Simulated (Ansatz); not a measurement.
## S started on a Si site in diamond Si, 128 atoms, charge +3

All numbers come from Ansatz (PAW, plane waves, no spin–orbit coupling) at the single k point (¼, ¼, ¼) without its symmetry partners. The atoms were relaxed with PBEsol in a fixed cell; other functionals are single points on those atoms unless said otherwise. The valence top and gap of the host come from its small cell on a dense mesh, with the band extrema sought between the mesh points, lined up by the mean potential, PBEsol gap 0.46 eV, r²SCAN gap 0.76 eV. The charge correction uses an assumed dielectric constant of 11.7.

Cell: a = 15.366 Å, b = 15.366 Å, c = 15.366 Å, α = 60.00°, β = 60.00°, γ = 60.00°.

Nearest atoms after relaxation, from the placed atom (for vacancies from the middle of the vacant sites): Si at 2.41 Å, Si at 2.43 Å, Si at 2.43 Å, Si at 2.43 Å.

Chemical potentials μ are those of reference phases of the elements at zero temperature by the same functional (the usual solids, diamond for C, grey Sn, and the molecules H2, N2, O2, F2, Cl2, Br2 and S8).

```csv
functional,E(defect) − E(host) − Σ nμ + q·E_VBM (eV),monopole (eV),alignment (eV),formation energy at E_F = VBM (eV),moment (μB),"wall time, shared host"
PBEsol,0.27,1.17,-0.13,1.31,0.0,28 s on NVIDIA GB300 (relaxation)
r²SCAN,0.21,1.17,-0.11,1.27,0.2,31 s on NVIDIA GB300
```

r²SCAN one-electron levels near the gap (the ten most localised at most), from the host's valence top, not corrected for the charge's images:

```
level (eV)  spin  filling  atoms sharing it  element of the atom with most weight
     -0.05  down     0.75             120.4                                spread
     -0.04  down     0.65             120.3                                spread
      0.43    up     0.00              21.6                                    Si
      0.43  down     0.00              21.6                                    Si
      0.97    up     0.00             102.5                                spread
      0.97  down     0.00             102.5                                spread
      0.97    up     0.00             102.9                                spread
      0.97  down     0.00             103.0                                spread
      1.05    up     0.00              77.0                                spread
      1.05  down     0.00              77.0                                spread
```

The charge sits partly or wholly in a band of the host, at the cell's one k point and not at the band edge, so the formation energy is too high and the charge correction doesn't apply as it stands.

One k point and a cell of this size can leave errors of several tenths of an eV in such numbers.
